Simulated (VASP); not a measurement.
# ZnS (Wurtzite-2H) (P6_3mc) in VASP: relaxation of cell and atoms with LDA

Aim: the relaxation of cell and atoms of ZnS (Wurtzite-2H) with LDA.

Program: VASP 6.6.1. These are calculated values, not measurements. Logs are shortened: lines on timing, memory, paths and dates and some standing lists are left out, and cuts for length are marked.

## Step 1: The crystal as given

The structure is hexagonal, space group P6_3mc (No. 186). Conventional cell: a = 3.811 Å, b = 3.811 Å, c = 6.234 Å, α = 90.00°, β = 90.00°, γ = 120.00°. Around Zn (site symmetry 3m) lie 4 S at 2.31 to 2.40 Å. S (site symmetry 3m) is surrounded by 4 Zn at 2.31 to 2.40 Å.

## Step 2: Relaxation of cell and atoms, LDA

Contents of INCAR:

```
SYSTEM = ZnS
PREC     = Accurate       ! precision mode
ENCUT    = 600            ! plane-wave cutoff, eV
EDIFF    = 1E-6           ! SCF threshold, eV
ISMEAR   = 0              ! smearing method
SIGMA    = 0.01           ! smearing width, eV
LREAL    = .False.        ! projectors in reciprocal space
LASPH    = .True.         ! aspherical terms in the spheres
NELM     = 100            ! most SCF steps
ALGO     = Fast           ! electronic algorithm
ISIF     = 3              ! what is computed and relaxed
LWAVE    = .False.        ! write WAVECAR
LCHARG   = .False.        ! write CHGCAR
IBRION   = 2              ! ionic algorithm
NSW      = 80             ! ionic steps
EDIFFG   = -0.01          ! ionic threshold
```

Contents of KPOINTS:

```
Automatic mesh
0
Gamma
  7 7 4
  0 0 0
```

Contents of POSCAR:

```
ZnS
1.0
    3.8110000000      0.0000000000      0.0000000000
   -1.9055000000      3.3004230000      0.0000000000
    0.0000000000      0.0000000000      6.2340000000
Zn S
2 2
Direct
    0.3333333333      0.6666666667      0.0000000000
    0.6666666667      0.3333333333      0.5000000000
    0.3333333333      0.6666666667      0.3850000000
    0.6666666667      0.3333333333      0.8850000000
```

Potentials or basis: VASP PAW LDA potentials, release 64 (Zn, S).

Launch:

```console
> cat potpaw_LDA.64/Zn/POTCAR potpaw_LDA.64/S/POTCAR > POTCAR
> mpirun -np 1 vasp_std > vasp.out
```

OUTCAR:

```text
SYSTEM = ZnS
   PREC = Accurate
   ENCUT = 600
   EDIFF = 1E-6
   ISMEAR = 0
   LREAL = .False.
   LASPH = .True.
   NELM = 100
   ISIF = 3
   IBRION = 2
   NSW = 80
   EDIFFG = -0.01

 ion  position               nearest neighbor table
   1  0.333  0.667  0.000-   4 2.31   4 2.31   4 2.31   3 2.40
   2  0.667  0.333  0.500-   3 2.31   3 2.31   3 2.31   4 2.40
   3  0.333  0.667  0.385-   2 2.31   2 2.31   2 2.31   1 2.40
   4  0.667  0.333  0.885-   1 2.31   1 2.31   1 2.31   2 2.40

  LATTYP: Found a hexagonal cell.
 ALAT       =     3.8110000000
 C/A-ratio  =     1.6357911309

  Lattice vectors:

 A1 = (   3.8110000000,   0.0000000000,   0.0000000000)
 A2 = (  -1.9055000000,   3.3004230000,   0.0000000000)
 A3 = (   0.0000000000,   0.0000000000,   6.2340000000)

Analysis of symmetry for initial positions (statically):
=====================================================================
 Subroutine PRICEL returns:
 Original cell was already a primitive cell.

 Routine SETGRP: Setting up the symmetry group for a
 hexagonal supercell.

 Subroutine GETGRP returns: Found 12 space group operations
 (whereof  6 operations were pure point group operations)
 out of a pool of 24 trial point group operations.

The static configuration has the point symmetry C_3v.
 The point group associated with its full space group is C_6v.

Analysis of symmetry for dynamics (positions and initial velocities):
=====================================================================
 Subroutine PRICEL returns:
 Original cell was already a primitive cell.

 Routine SETGRP: Setting up the symmetry group for a
 hexagonal supercell.

 Subroutine GETGRP returns: Found 12 space group operations
 (whereof  6 operations were pure point group operations)
 out of a pool of 24 trial point group operations.

The dynamic configuration has the point symmetry C_3v.
 The point group associated with its full space group is C_6v.

 Subroutine INISYM returns: Found 12 space group operations
 (whereof  6 operations are pure point group operations),
 and found     1 'primitive' translations

----------------------------------------------------------------------------------------

                                     Primitive cell

  volume of cell :      78.4107

  direct lattice vectors                    reciprocal lattice vectors
     3.811000000  0.000000000  0.000000000     0.262398321  0.151495733  0.000000000
[... 94 lines left out ...]
   NFREE  =      1    steps in history (QN), initial steepest desc. (CG)
   ISIF   =      3    stress and relaxation
   ISYM   =      2    0-nonsym 1-usesym 2-fastsym
   POTIM  = 0.5000    time-step for ionic-motion
   TEBEG  =    0.0;   TEEND  =   0.0 temperature during run
   PSTRESS=    0.0 pullay stress
   NELECT =      36.0000    total number of electrons
   NUPDOWN=      -1.0000    fix difference up-down
   EMIN   =  10.00;   EMAX   =-10.00  energy-range for DOS
   EFERMI =   0.00;   METHOD = LEGACY
   ISMEAR =     0;   SIGMA  =   0.01  broadening in eV -4-tet -1-fermi 0-gaus
   EFERMI_NEDOS =   21; number of points for ismear=-14 and -15
   IALGO  =     68    algorithm
   IMIX   =      4    mixing-type and parameters
     AMIX     =   0.40;   BMIX     =  1.00
     AMIX_MAG =   1.60;   BMIX_MAG =  1.00
  volume/ion in A,a.u.               =      19.60       132.29
  Fermi-wavevector in a.u.,A,eV,Ry     =   1.262943  2.386617 21.701646  1.595026
  Thomas-Fermi vector in A             =   2.396326
   LORBIT       =      0    0 simple, 1 ext, 2 COOP (PROOUT), +10 PAW based schemes
   GGA     = CA    functional components
   LHFCALC =     F    Hartree Fock is set to
   AEXX    =    0.0000 exact exchange contribution
   IVDW    =     0    specifies the selected vdW correction
   LEPSILON=     F    determine dielectric tensor
   LRPA    =     F    only Hartree local field effects (RPA)
 conjugate gradient relaxation of ions
 non-spin polarized calculation
 RMM-DIIS sequential band-by-band and
 Gauss-broadening in eV      SIGMA  =   0.01
  energy-cutoff  :      600.00
  volume of cell :       78.41
 maximum number of plane-waves:      2647
   NGX = 15   NGY = 15   NGZ = 25

--------------------------------------- Ionic step        1  -------------------------------------------

 number of electron      36.0000044 magnetization

 Free energy of the ion-electron system (eV)
  ---------------------------------------------------
  ext. energy  EPLUGINS =         0.00000000
  ---------------------------------------------------
  free energy    TOTEN  =       -16.33484742 eV

  energy without entropy =      -16.33484742  energy(sigma->0) =      -16.33484742

------------------------ aborting loop because EDIFF is reached ----------------------------------------

  FORCE on cell =-STRESS in cart. coord.  units (eV):
  Direction    XX          YY          ZZ          XY          YZ          ZX
  --------------------------------------------------------------------------------------
  -------------------------------------------------------------------------------------
  Total       -1.3991676     -1.3991677     -2.1633588      0.0000000     -0.0000000      0.0000000
  in kB      -28.5893952    -28.5893984    -44.2042254      0.0000000     -0.0000000      0.0000000
  external PRESSURE =     -33.7943397 kB  Pullay stress =       0.0000000 kB
[... 95 lines left out ...]
  FREE ENERGIE OF THE ION-ELECTRON SYSTEM (eV)
  ---------------------------------------------------
  free  energy   TOTEN  =       -16.3951178130 eV

  energy  without entropy=      -16.3951178130  energy(sigma->0) =      -16.39511781

[... ionic steps 4 to 8 ...]

--------------------------------------- Ionic step        9  -------------------------------------------

 number of electron      35.9999981 magnetization

------------------------ aborting loop because EDIFF is reached ----------------------------------------
[... 71 lines left out ...]
--------------------------------------- Ionic step       11  -------------------------------------------

 number of electron      35.9999980 magnetization

 Free energy of the ion-electron system (eV)
  ---------------------------------------------------
  ext. energy  EPLUGINS =         0.00000000
  ---------------------------------------------------
  free energy    TOTEN  =       -16.40318828 eV

  energy without entropy =      -16.40318828  energy(sigma->0) =      -16.40318828

 E-fermi :   2.6014     XC(G=0): -10.2946

 val. band max:        2.5015201088   @ k =   0.0000   0.0000   0.0000
 cond. band min:       4.7139624550   @ k =   0.0000   0.0000   0.0000
 fundamental gap:      2.2124423462
 Fermi energy:         2.6013859966

 k-point     1 :       0.0000    0.0000    0.0000
  band No.  band energies     occupation
      1     -11.0503      2.00000
      2      -9.9888      2.00000
      3      -4.2540      2.00000
      4      -4.2346      2.00000
      5      -4.2346      2.00000
      6      -4.1460      2.00000
[... 620 lines left out ...]
  FREE ENERGIE OF THE ION-ELECTRON SYSTEM (eV)
  ---------------------------------------------------
  free  energy   TOTEN  =       -16.4031882805 eV

  energy  without entropy=      -16.4031882805  energy(sigma->0) =      -16.40318828

 reached required accuracy - stopping structural energy minimisation
```

OSZICAR:

```text
N       E                     dE             d eps       ncg     rms          rms(c)
DAV:   1     0.246830811850E+03    0.24683E+03   -0.19065E+04  1056   0.218E+03
DAV:   2     0.712216670773E+01   -0.23971E+03   -0.23382E+03  1104   0.407E+02
DAV:   3    -0.166040067002E+02   -0.23726E+02   -0.23606E+02  1254   0.126E+02
DAV:   4    -0.171849618051E+02   -0.58096E+00   -0.58019E+00  1248   0.202E+01
[... 108 lines left out ...]
RMM:   3    -0.164032429747E+02    0.16713E-03   -0.50722E-04  1056   0.164E-01    0.537E-02
RMM:   4    -0.164031977394E+02    0.45235E-04   -0.19208E-04  1093   0.102E-01    0.381E-02
RMM:   5    -0.164031890065E+02    0.87329E-05   -0.42356E-05  1056   0.813E-02    0.104E-02
RMM:   6    -0.164031880400E+02    0.96649E-06   -0.12337E-05  1063   0.315E-02    0.168E-03
RMM:   7    -0.164031882805E+02   -0.24042E-06   -0.32003E-06   751   0.173E-02
  11 F= -.16403188E+02 E0= -.16403188E+02  d E =-.971013E-04
```

Run time: 2.9 min. Hardware: 1 thread of AMD EPYC 9R45 (Zen 5), shared host; peak memory 0.17 GiB.

Results:

```yaml
Free_energy: -16.4032 eV
Relaxed_volume: 18.64 Å³/atom
Relaxed_cell: a = 3.742 Å, b = 3.742 Å, c = 6.149 Å, α = 90.00°, β = 90.00°, γ = 120.00°
Space_group_after_relaxing_to_0.05_Å: P6_3mc (No. 186)
Energy_gained_by_relaxing: 17.1 meV/atom
Ionic_steps: 11
Pressure_after_relaxing: 0.1 GPa
Largest_force_after_relaxing: 0.004 eV/Å
Band_gap_on_the_k_mesh: 2.21 eV, direct
```

Forces on the atoms (eV/Å):
```
Zn   0.000  0.000  0.004
Zn   0.000  0.000  0.004
S    0.000  0.000 -0.004
S    0.000  0.000 -0.004
```

Step by step:
| step | energy change (eV) | largest force (eV/Å) | pressure (GPa) | volume (Å³) |
| --- | --- | --- | --- | --- |
| 1 | 0.0000 | 0.2984 | -3.38 | 78.41 |
| 2 | -0.0592 | 0.1539 | 1.01 | 73.81 |
| 3 | -0.0603 | 0.1770 | 0.45 | 74.29 |
| 4 | -0.0603 | 0.1808 | 0.28 | 74.37 |
| 5 | -0.0648 | 0.0650 | 0.04 | 74.56 |
| 6 | -0.0653 | 0.0084 | -0.04 | 74.65 |
| 7 | -0.0678 | 0.0048 | -0.10 | 74.70 |
| 8 | -0.0682 | 0.0015 | -0.19 | 74.73 |
| 9 | -0.0682 | 0.0002 | -0.21 | 74.73 |
| 10 | -0.0682 | 0.0033 | 0.21 | 74.41 |
| 11 | -0.0683 | 0.0035 | 0.07 | 74.56 |

Final structure:
```
Zn S
1.0
     3.74205    0.00000    0.00000
    -1.87103    3.24071    0.00000
     0.00000    0.00000    6.14867
Zn S
2 2
Direct
  0.33333 0.66667 0.00555
  0.66667 0.33333 0.50555
  0.33333 0.66667 0.37945
  0.66667 0.33333 0.87945
```

Levels at points of the mesh, in eV from the valence-band top:
```csv
k point,band 14,band 15,band 16,band 17,band 18,band 19,band 20,band 21,band 22
"(0.00, 0.00, 0.00)",-0.98,-0.98,-0.10,0.00,0.00,2.21,3.01,6.13,6.13
"(0.00, 0.00, 0.50)",-3.08,-0.52,-0.52,-0.52,-0.52,3.52,3.52,6.61,6.61
```
